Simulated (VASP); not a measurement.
## HgTe: single point with PBE

Crystal: HgTe.

```
CELL_PARAMETERS angstrom
0.00000 3.16943 3.07712
3.07712 0.00000 3.07712
3.07712 3.16943 0.00000
ATOMIC_POSITIONS crystal
Hg 0.00000 0.00000 0.00000
Te 0.50000 0.50000 0.50000
```

Measurements of this composition are mostly on another form, of space group No. 216.

The cell isn't the ideal one: strain +0.0300 x Voigt [0, 1, 0, 0, 0, 0], atoms carried along.

```
Program                : VASP 6.6.1
Task                   : single point
Functional             : PBE
Potentials or basis    : VASP PAW PBE potentials, release 64 (Hg, Te)
Cutoff                 : 520 eV
k mesh                 : 14 × 14 × 14
Occupations            : gaussian, width 0.15 eV
Spin                   : no spin polarisation
Dipole correction      : no
Further INCAR settings : ALGO = Fast; EDIFF = 1e-06; NBANDS = 16
```

| Quantity | Value |
| --- | --- |
| Pressure | -1.3 GPa |
| Band gap on the k mesh | none (metal or under the smearing width) |

Stress tensor (GPa, compression positive):
```
-1.05  0.00  0.00
 0.00 -1.83  0.00
 0.00  0.00 -1.05
```

Levels at points of the mesh, in eV from the Fermi level:
```
           k point  band 7  band 8  band 9  band 10  band 11  band 12
(0.00, 0.00, 0.00)   -1.14   -0.67   -0.67    -0.48     7.23     7.54
(0.50, 0.00, 0.00)   -5.25    0.15    0.32     2.71     3.44     3.97
(0.50, 0.50, 0.00)   -3.89   -2.69   -2.20    -1.92     4.91     8.46
(0.50, 0.00, 0.50)   -3.84   -2.53   -1.98    -1.98     5.04     8.95
```

It took 2.6 min on 1 thread of AMD EPYC 9R14 (Zen 4), on a shared host, peak memory 0.36 GiB.

Spin-orbit coupling is left out, which matters for the levels of Hg, Te.
